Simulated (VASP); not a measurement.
Crystal: SnSe2.

```
Sn Se
1.0
     3.81100    0.00000    0.00000
    -1.90550    3.30042    0.00000
     0.00000    0.00000    6.13600
Sn Se
1 2
Direct
  0.00000 0.00000 0.00000
  0.66667 0.33333 0.75100
  0.33333 0.66667 0.24900
```

- Program: VASP 6.6.1
- Task: relaxation of cell and atoms
- Functional: rSCAN
- Potentials or basis: VASP PAW PBE potentials, release 64 (Sn_d, Se)
- Cutoff: 600 eV
- k mesh: 8 × 8 × 5
- Occupations: gaussian, width 0.05 eV
- Spin: no spin polarisation

At the start: pressure 3.6 GPa; volume 25.73 Å³/atom.

Problem. Where does the relaxation end?

Solution. Over 17 steps the energy falls by 16.9 meV/atom and the volume is 27.64 Å³/atom (+7.4 %); space group P-3m1 (No. 164, to 0.05 Å).

Step by step:
| step | energy change (eV) | largest force (eV/Å) | pressure (GPa) | volume (Å³) |
| --- | --- | --- | --- | --- |
| 1 | 0.0000 | 0.5219 | 3.58 | 77.18 |
| 2 | -0.0079 | 0.5012 | -2.78 | 83.77 |
| 3 | -0.0437 | 0.0477 | -0.05 | 80.53 |
| 4 | -0.0437 | 0.0374 | 0.02 | 80.46 |
| 5 | -0.0450 | 0.0580 | 0.04 | 80.50 |
| 6 | -0.0458 | 0.0879 | 0.08 | 80.54 |
| 7 | -0.0458 | 0.0939 | 0.09 | 80.55 |
| 8 | -0.0470 | 0.0667 | 0.14 | 80.78 |
| 9 | -0.0491 | 0.0152 | 0.32 | 81.48 |
| 10 | -0.0474 | 0.1837 | 0.66 | 82.87 |
| 11 | -0.0494 | 0.0684 | 0.44 | 81.89 |
| 12 | -0.0499 | 0.0554 | 0.32 | 82.16 |
| 13 | -0.0504 | 0.0380 | 0.16 | 82.53 |
| 14 | -0.0505 | 0.0044 | -0.18 | 83.27 |
| 15 | -0.0506 | 0.0191 | -0.04 | 82.95 |
| 16 | -0.0506 | 0.0145 | -0.03 | 82.94 |
| 17 | -0.0507 | 0.0007 | -0.03 | 82.92 |

Final structure:
```
Sn Se
1.0
     3.84388    0.00000    0.00000
    -1.92194    3.32889    0.00000
     0.00000    0.00000    6.48025
Sn Se
1 2
Direct
  0.00000 0.00000 0.00000
  0.66667 0.33333 0.75737
  0.33333 0.66667 0.24263
```

Caveat: the PAW data sets were made with another functional, which shifts forces and pressure a little.
